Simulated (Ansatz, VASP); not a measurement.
## Moving the dispersion correction in PbTe

The cell as given:

It takes space group Fm-3m (No. 225, cubic). The conventional cell has a = 6.462 Å, b = 6.462 Å, c = 6.462 Å, α = 90.00°, β = 90.00°, γ = 90.00°. Pb (site symmetry m-3m) is surrounded by 6 Te at 3.23 Å. Around Te (site symmetry m-3m) lie 6 Pb at 3.23 Å.

Kept alike: task relaxation of cell and atoms; functional RPBE; k mesh 7 × 7 × 7; occupations fermi-dirac, width 0.05 eV; no spin polarisation. Program: Ansatz, all-electron LAPW, scalar-relativistic. The mesh is that of the run's cell of 2 atoms. No spin-orbit coupling.

| dispersion correction | volume (Å³/atom) |
| --- | --- |
| D4 | 33.730 |
| none | 36.848 |

Stopped at the starting cell, within the stress tolerance: D4. The relaxations keep at least the cell's symmetry (Fm-3m). Relaxations stop with a little pressure left, so the last digits of a volume or edge aren't settled. Runs of this series that gave no sound value for these columns are left out.

The volume runs from 33.730 (D4) to 36.848 Å³/atom (none). Against no correction: D4 -8.5 %. Dispersion terms mostly attract and so lower the volume; the schemes' coefficients and damping set how far. Measured: 33.71 Å³/atom at 300 K (pmc:10701875, doi:10.1021/acsomega.3c06502); nearest D4, 0.02 Å³/atom off. The runs are for a static lattice. A twin series (VASP, PBE PAW files Pb_d, Te, 600 eV) moves it by +3.0945 between D4 and none, against +3.1181 Å³/atom here.
